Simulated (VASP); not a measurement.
## Li2O: single point with PBE

Li2O:

```
Li O
1.0
     0.00000    2.31291    2.31291
     2.31291    0.00000    2.31291
     2.31291    2.31291    0.00000
Li O
2 1
Direct
  0.25000 0.25000 0.25000
  0.75000 0.75000 0.75000
  0.00000 0.00000 0.00000
```

| Item | Value |
| --- | --- |
| Program | VASP 6.6.1 |
| Task | single point |
| Functional | PBE |
| Potentials or basis | VASP PAW PBE potentials, release 64 (Li_sv, O) |
| Cutoff | 520 eV |
| k mesh | 8 × 8 × 8 |
| Occupations | gaussian, width 0.05 eV |
| Spin | no spin polarisation |
| Dipole correction | no |
| Further INCAR settings | ALGO = Fast; EDIFF = 1e-07; NBANDS = 13 |

* Band gap on the k mesh: 4.96 eV, indirect (least direct gap 5.25 eV)

Levels at points of the mesh, in eV from the valence-band top:
```
           k point  band 3  band 4  band 5  band 6  band 7  band 8  band 9  band 10
(0.00, 0.00, 0.00)  -15.44    0.00    0.00    0.00    5.25   11.91   11.91    11.91
(0.50, 0.00, 0.00)  -15.22   -2.76   -0.44   -0.44    9.18    9.78   12.03    12.03
(0.50, 0.50, 0.00)  -15.17   -1.59   -1.38   -1.38    4.96   13.50   13.50    14.68
```

It took 5.2 s on 1 thread of Intel(R) Xeon(R) 6975P-C (Granite Rapids), with other jobs on the host, peak memory 0.13 GiB.

 Expect the measured gap to be larger: semilocal functionals such as PBE lack the derivative discontinuity.
